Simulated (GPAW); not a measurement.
# SiNi3 (Pm-3m) in GPAW: single point with LDA

Aim: the single point of SiNi3 with LDA.

All numbers are computed with GPAW 26.7.0; they aren't measurements. Logs are shortened: lines on timing, memory, paths and dates and some standing lists are left out, and cuts for length are marked. The log counts tension as positive stress, the text compression.

### 1 The structure

Symmetry: Pm-3m, No. 221, cubic system. Conventional cell: a = 3.542 Å, b = 3.542 Å, c = 3.542 Å, α = 90.00°, β = 90.00°, γ = 90.00°. Ni (site symmetry 4/mmm) is surrounded by 8 Ni at 2.50 Å and 4 Si at 2.50 Å. Si (site symmetry m-3m) is surrounded by 12 Ni at 2.50 Å.

### 2 Single point, LDA, collinear spin, ferromagnetic start

The input, run.py:

```python
from ase import Atoms
from ase.dft.bandgap import bandgap
from ase.io import write
from ase.units import GPa
from gpaw import GPAW, PW

atoms = Atoms(['Ni', 'Ni', 'Ni', 'Si'],
              cell=[[3.542, 0.0, 0.0],
                    [0.0, 3.542, 0.0],
                    [0.0, 0.0, 3.542]],
              scaled_positions=[[0.5, 0.5, 0.0],
                                [0.5, 0.0, 0.5],
                                [0.0, 0.5, 0.5],
                                [0.0, 0.0, 0.0]],
              pbc=True)
atoms.set_initial_magnetic_moments([2.0, 2.0, 2.0, 0.0])

calc = GPAW(mode=PW(500),
            xc='LDA',
            kpts={'size': (6, 6, 6), 'gamma': True},
            occupations={'name': 'fermi-dirac', 'width': 0.05},
            nbands=45,
            maxiter=120,
            txt='gpaw.txt')
atoms.calc = calc
energy = atoms.get_potential_energy()
forces = atoms.get_forces()
stress = atoms.get_stress()
calc.write('gs.gpw')
write('result.traj', atoms)
print(f'Energy: {energy:.6f} eV')
print('Forces (eV/A):')
print(forces.round(4))
print('Stress (GPa):', (stress / GPa).round(3))
print('Moments:', calc.get_magnetic_moments().round(3))
print('Fermi level:', round(calc.get_fermi_level(), 4), 'eV')
print(f'Gap: {bandgap(calc)[0]:.4f} eV, direct: {bandgap(calc, direct=True)[0]:.4f} eV')
```

Potentials or basis: the program's PAW data sets (release 1.2.1) made for this functional, pw.

Command:

```
OMP_NUM_THREADS=1 python run.py
```

gpaw.txt:

```text
__  _  _
 | _ |_)|_||  |
 |__||  | ||/\| - 26.7.0

Input parameters:
  mode=PW(ecut=500.0),
  kpts=MonkhorstPack(size=(6, 6, 6), gamma=True),
  maxiter=120,
  nbands=45,
  occupations=Occupations(name='fermi-dirac', width=0.05),
  xc=XC(name='LDA')

Diagonalizing LCAO Hamiltonian
Converting LCAO to pw mode
   .--------.
  /|        |
 * |        |
 |Ni        |
 | .-Ni-----.
 |/    Ni  /
 Si-------*

Atoms  # Å, Bohr magnetons
|   | symbol |        x |        y |        z |    initial magnetic moments |
|---|--------|----------|----------|----------|-----------------------------|
| 0 |     Ni | 1.771000 | 1.771000 | 0.000000 | ( 0.0000,  0.0000,  2.0000) |
| 1 |     Ni | 1.771000 | 0.000000 | 1.771000 | ( 0.0000,  0.0000,  2.0000) |
| 2 |     Ni | 0.000000 | 1.771000 | 1.771000 | ( 0.0000,  0.0000,  2.0000) |
| 3 |     Si | 0.000000 | 0.000000 | 0.000000 | ( 0.0000,  0.0000,  0.0000) |

Unit cell  # Å
| periodic |        x |        y |        z |  lengths |    angles |
|----------|----------|----------|----------|----------|-----------|
|      yes | 3.542000 | 0.000000 | 0.000000 | 3.542000 | 90.000000 |
|      yes | 0.000000 | 3.542000 | 0.000000 | 3.542000 | 90.000000 |
|      yes | 0.000000 | 0.000000 | 3.542000 | 3.542000 | 90.000000 |

Number of symmetries: 48
Symmetry operations  # r_c * U_cc + t_c -> r_c
|    | kind |            matrix            |
|----|------|------------------------------|
|  0 |  E   |  1, 0, 0,  0, 1, 0,  0, 0, 1 |
|  1 |  σ   |  1, 0, 0,  0, 1, 0,  0, 0,-1 |
|  2 |  σ   |  1, 0, 0,  0, 0, 1,  0, 1, 0 |
|  3 |  C4  |  1, 0, 0,  0, 0, 1,  0,-1, 0 |
|  4 |  C4  |  1, 0, 0,  0, 0,-1,  0, 1, 0 |
|  5 |  σ   |  1, 0, 0,  0, 0,-1,  0,-1, 0 |
|  6 |  σ   |  1, 0, 0,  0,-1, 0,  0, 0, 1 |
|  7 |  C2  |  1, 0, 0,  0,-1, 0,  0, 0,-1 |
|  8 |  σ   |  0, 1, 0,  1, 0, 0,  0, 0, 1 |
|  9 |  C2  |  0, 1, 0,  1, 0, 0,  0, 0,-1 |
| 10 |  C3  |  0, 1, 0,  0, 0, 1,  1, 0, 0 |
| 11 |  S6  |  0, 1, 0,  0, 0, 1, -1, 0, 0 |
| 12 |  S6  |  0, 1, 0,  0, 0,-1,  1, 0, 0 |
| 13 |  C3  |  0, 1, 0,  0, 0,-1, -1, 0, 0 |
| 14 |  C4  |  0, 1, 0, -1, 0, 0,  0, 0, 1 |
| 15 |  S4  |  0, 1, 0, -1, 0, 0,  0, 0,-1 |
| 16 |  C3  |  0, 0, 1,  1, 0, 0,  0, 1, 0 |
| 17 |  S6  |  0, 0, 1,  1, 0, 0,  0,-1, 0 |
| 18 |  σ   |  0, 0, 1,  0, 1, 0,  1, 0, 0 |
| 19 |  C4  |  0, 0, 1,  0, 1, 0, -1, 0, 0 |
| 20 |  C2  |  0, 0, 1,  0,-1, 0,  1, 0, 0 |
| 21 |  S4  |  0, 0, 1,  0,-1, 0, -1, 0, 0 |
| 22 |  S6  |  0, 0, 1, -1, 0, 0,  0, 1, 0 |
| 23 |  C3  |  0, 0, 1, -1, 0, 0,  0,-1, 0 |
| 24 |  S6  |  0, 0,-1,  1, 0, 0,  0, 1, 0 |
| 25 |  C3  |  0, 0,-1,  1, 0, 0,  0,-1, 0 |
| 26 |  C4  |  0, 0,-1,  0, 1, 0,  1, 0, 0 |
| 27 |  σ   |  0, 0,-1,  0, 1, 0, -1, 0, 0 |
| 28 |  S4  |  0, 0,-1,  0,-1, 0,  1, 0, 0 |
| 29 |  C2  |  0, 0,-1,  0,-1, 0, -1, 0, 0 |
| 30 |  C3  |  0, 0,-1, -1, 0, 0,  0, 1, 0 |
| 31 |  S6  |  0, 0,-1, -1, 0, 0,  0,-1, 0 |
| 32 |  C4  |  0,-1, 0,  1, 0, 0,  0, 0, 1 |
| 33 |  S4  |  0,-1, 0,  1, 0, 0,  0, 0,-1 |
[... 98 lines left out ...]
      filter: 1.86  # [Å]
      core: 2.06  # [Å]
    projectors
    | kind |    occ | energy [eV] | rcut [Å] |
    |------|--------|-------------|----------|
    |   3s |  2.000 |     -10.878 |    1.058 |
    |   3p |  2.000 |      -4.162 |    1.058 |
    |    s |        |      16.334 |    1.058 |
    |    p |        |      23.049 |    1.058 |
    |    d |        |       0.000 |    1.058 |

    Using partial waves for Si as LCAO basis

Reference energy: -131760.500793  # eV

eigensolver:
  PPCG
  Converge bands: occupied
  niter=2

density mixing:
  MSR1-Mixer
  Pratt-step length: 0.05
  Maximum mixing coefficient: 0.75
  Old densities: 10
  SVD Regularization: 0.005
  Good broyden scale: 1.0
  Trust region scale: 1.0
  Backstep threshold: 4.0
  History deletion threshold: 6.0
  Fourier metric: weight=20.0, sigma=0.015

occupation numbers:
  Fermi-Dirac:
    width: 0.0500  # eV

poisson solver:
  ecut: 4000.0  # eV

xc functional:
  name: None

convergence criteria:
- Maximum [total energy] change in last 3 cyles: 0.0005 eV / valence electron
- Maximum integral of absolute [dens]ity change: 0.0001 electrons / valence electron
- Maximum integral of absolute [eigenst]ate change: 4e-08 eV^2 / valence electron
maximum number of iterations: 120

SCF iterations
|iter     | |      energy | eigst |  dens |  magmom |
|---------|-|-------------|-------|-------|---------|
|iter:   1| |  -31.444560 | +0.61 |       |  +6.0060|
|iter:   2| |  -31.655582 | -1.30 | -0.93 |  +5.7851|
|iter:   3| |  -32.879081 | -2.46 | -0.99 |  +3.9854|
|iter:   4| |  -32.957373 | -2.08 | -1.01 |  +1.6056|
|iter:   5| |  -33.071724 | -3.05 | -1.53 |  +0.4135|
|iter:   6| |  -33.124453 | -3.35 | -1.75 |  -0.3231|
|iter:   7| |  -33.135133 | -4.04 | -1.92 |  -0.0221|
|iter:   8| |  -33.136893c| -4.78 | -2.47 |  +0.0016|
|iter:   9| |  -33.137000c| -5.84 | -3.07 |  -0.0033|
|iter:  10| |  -33.137001c| -7.56c| -3.81 |  -0.0009|
|iter:  11| |  -33.137002c| -8.66c| -4.56c|  +0.0005|

Converged in 11 steps
Energy contributions relative to reference atoms: (reference = -131760.500793)

Energy contributions:
  Kinetic:          11.506343
  Coulomb:          -5.334545
  Zero:              0.152596
  External:          0.000000
  Xc:              -39.454142
  Entropy:          -0.014508
  Spinorbit:         0.000000
  ----------------------------
  Free energy:     -33.144256
  Extrapolated:    -33.137002

dipole moment: (-14.955407, -14.955407, -14.955407)  # |e|*Ang

Total magnetic moment: (0.000000, 0.000000, 0.000489)

Local magnetic moments
|        x |        y |         z |
|----------|----------|-----------|
| 0.000000 | 0.000000 |  0.000184 |  # Ni   0
| 0.000000 | 0.000000 |  0.000184 |  # Ni   1
| 0.000000 | 0.000000 |  0.000184 |  # Ni   2
| 0.000000 | 0.000000 | -0.000005 |  # Si   3

Fermi level: 9.019
Eigenvalues  # (at kpt = [0.000, 0.000, 0.000])
| band index |      eig [eV] | occ [0-1] |      eig [eV] | occ [0-1] |
|------------|---------------|-----------|---------------|-----------|
|          0 |       -54.237 |     1.000 |       -54.236 |     1.000 |
|        ... |               |           |               |           |
|         17 |         7.473 |     1.000 |         7.473 |     1.000 |
|         18 |         7.473 |     1.000 |         7.473 |     1.000 |
|         19 |         8.062 |     1.000 |         8.062 |     1.000 |
|         20 |         8.062 |     1.000 |         8.062 |     1.000 |
|         21 |         8.062 |     1.000 |         8.062 |     1.000 |
|         22 |         8.410 |     1.000 |         8.411 |     1.000 |
[... 8 lines left out ...]
|         31 |        19.135 |     0.000 |        19.135 |     0.000 |
|         32 |        19.135 |     0.000 |        19.135 |     0.000 |
|        ... |               |           |               |           |
|         44 |        33.751 |     0.000 |        33.750 |     0.000 |

No gap
No difference between direct/indirect transitions

Forces  # eV/Ang
|       x |        y |       z |
|---------|----------|---------|
| 0.00000 | -0.00000 | 0.00000 |  # Ni   0
| 0.00000 |  0.00000 | 0.00000 |  # Ni   1
| 0.00000 |  0.00000 | 0.00000 |  # Ni   2
| 0.00000 |  0.00000 | 0.00000 |  # Si   3

Stress tensor  # eV/Ang^3
|        x |        y |        z |
|----------|----------|----------|
| 0.118861 | 0.000000 | 0.000000 |
| 0.000000 | 0.118861 | 0.000000 |
| 0.000000 | 0.000000 | 0.118861 |

# Writing to gs.gpw (mode='')
```

Run time: 36 s. Hardware: 1 thread of Arm Neoverse V2, shared host; peak memory 0.18 GiB.

What came out:

| Property | Result |
| --- | --- |
| Free energy | -33.1443 eV |
| Pressure | -19.0 GPa |
| Band gap on the k mesh | none (metal or under the smearing width) |
| Net moment | 0.00 μB per cell |

Levels at points of the mesh, in eV from the Fermi level:
Spin up:
```
           k point  band 24  band 25  band 26  band 27  band 28  band 29
(0.00, 0.00, 0.00)    -0.61    -0.30     0.01     0.01     0.01     4.47
(0.50, 0.00, 0.00)    -1.15    -0.54     0.01     3.50     3.50     4.74
(0.50, 0.50, 0.00)    -1.11    -1.02    -0.97     0.63     0.63     5.47
(0.50, 0.50, 0.50)    -1.24    -0.51    -0.22    -0.22    -0.22     1.08
```
Spin down:
| k point | band 24 | band 25 | band 26 | band 27 | band 28 | band 29 |
| --- | --- | --- | --- | --- | --- | --- |
| (0.00, 0.00, 0.00) | -0.61 | -0.30 | 0.01 | 0.01 | 0.01 | 4.47 |
| (0.50, 0.00, 0.00) | -1.15 | -0.54 | 0.01 | 3.50 | 3.50 | 4.74 |
| (0.50, 0.50, 0.00) | -1.10 | -1.02 | -0.97 | 0.63 | 0.63 | 5.47 |
| (0.50, 0.50, 0.50) | -1.24 | -0.51 | -0.22 | -0.22 | -0.22 | 1.08 |

Caveat: the cutoff is short for stress and forces, so pressures can be off by a GPa or more; the starting moments collapsed, and a magnetic state may lie lower; the stock nickel data set gives pressures a few GPa off other programs; so large a pressure means that the cell lies far from this level's equilibrium, or that cutoff or potentials fall short.
